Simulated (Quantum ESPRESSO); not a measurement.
## PbF2 (Fluorocronite): dielectric tensor and Born charges under several settings

```
Pb F
1.0
     0.00000    2.96366    2.96366
     2.96366    0.00000    2.96366
     2.96366    2.96366    0.00000
Pb F
1 2
Direct
  0.00000 0.00000 0.00000
  0.75000 0.75000 0.75000
  0.25000 0.25000 0.25000
```

All runs used Quantum ESPRESSO 7.5; k mesh 6 × 6 × 6, shifted; given cell; no spin polarisation; cutoff 612 eV; occupations smeared at first, fixed for the response.

```csv
level,potentials,pressure (GPa),ε∞ (diagonal),Born charge of atom 1 (e)
LDA,GBRV 1.5 LDA,-4.8,3.39,3.19
PBE,GBRV 1.5 PBE,2.4,3.32,3.19
PBEsol,GBRV 1.5 PBEsol,-1.3,3.38,3.20
WC,GBRV 1.5 PBE,-1.3,3.38,3.20
BLYP,GBRV 1.5 PBE,4.8,3.26,3.18
AM05,GBRV 1.5 PBE,?,?,?
```

Problem. What stands in the row left open?

Solution. Pressure 0.0 GPa; ε∞ 3.35; Born charge of atom 1 3.20 e.

Caveats: the potentials were made for another functional, which shifts forces and pressure (some runs); the cell is more than 3 GPa from zero pressure, which shifts response properties (some runs).

For the row left open. Caveat: the potentials were made for another functional, which shifts forces and pressure.
